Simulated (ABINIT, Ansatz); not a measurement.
Given: the input of a run of ABINIT 10.8.3 (patched build) on KMgF3. 

File run.abi:

```
pp_dirpath "./"
pseudos "K.GGA_PBE-JTH.xml, Mg.GGA_PBE-JTH.xml, F.GGA_PBE-JTH.xml"

acell 3.9859 3.9859 3.9859 Angstrom
rprim
     1.0000000000     0.0000000000     0.0000000000
     0.0000000000     1.0000000000     0.0000000000
     0.0000000000     0.0000000000     1.0000000000
ntypat 3
znucl 19 12 9
natom 5
typat 1 2 3 3 3
xred
     0.5000000000     0.5000000000     0.5000000000
     0.0000000000     0.0000000000     0.0000000000
     0.0000000000     0.0000000000     0.5000000000
     0.0000000000     0.5000000000     0.0000000000
     0.5000000000     0.0000000000     0.0000000000

ecut 23.0
pawecutdg 45.0

kptopt 1
ngkpt 7 7 7
nshiftk 1
shiftk 0.0 0.0 0.0

ixc 11

nband 24
occopt 3
tsmear 0.05 eV

nstep 100
tolvrs 1.0e-9

iomode 3
prtwf 0
prteig 0
prtebands 0
enunit 2
prtden 1
prtvha 1
prtvclmb 1
prtpot 1
```

Potentials or basis: JTH PAW PBE v2.0.

Command:

```console
$ abinit run.abi > log 2>&1
```

Task: Set up the same calculation for Ansatz 0.2.0. Potentials or basis there: Ansatz PAW, cutoff 420 eV.

Result: As run (cutoffs and basis follow the program's own potentials, and thresholds, step limits or extra output files can differ):

The input input.yaml:

```yaml
crystal:
  lattice:
    - [3.9859, 0.0, 0.0]
    - [0.0, 3.9859, 0.0]
    - [0.0, 0.0, 3.9859]
  atoms:
    - { symbol: K, position: [0.5, 0.5, 0.5] }
    - { symbol: Mg, position: [0.0, 0.0, 0.0] }
    - { symbol: F, position: [0.0, 0.0, 0.5] }
    - { symbol: F, position: [0.0, 0.5, 0.0] }
    - { symbol: F, position: [0.5, 0.0, 0.0] }
hamiltonian:
  xc: pbe
  pseudopotentials: { kind: paw }
kpoints:
  mp_grid: { grid: [7, 7, 7] }
scf:
  occupations: { method: fermi_dirac, width: 0.05 }
output:
  forces: true
  stress: true
  eigenvalues: true
```

Potentials or basis: Ansatz PAW.

The run is started by

```bash
$ ansatz run input.yaml --threads 2 --pin off --max-ram 5120MiB --backend cpu --events-out ev --progress --plain --runs-dir out
```

Both were run:

|  | ABINIT | Ansatz |
| --- | --- | --- |
| Pressure | 3.8 GPa | 3.8 GPa |

Ansatz's pressure holds a Pulay term of +0.52 GPa for its cutoff of 420 eV, which the other run lacks.

Where Ansatz's input types no cutoff or centring, it takes its own default and a Γ-centred mesh.

Pressure is positive in compression.
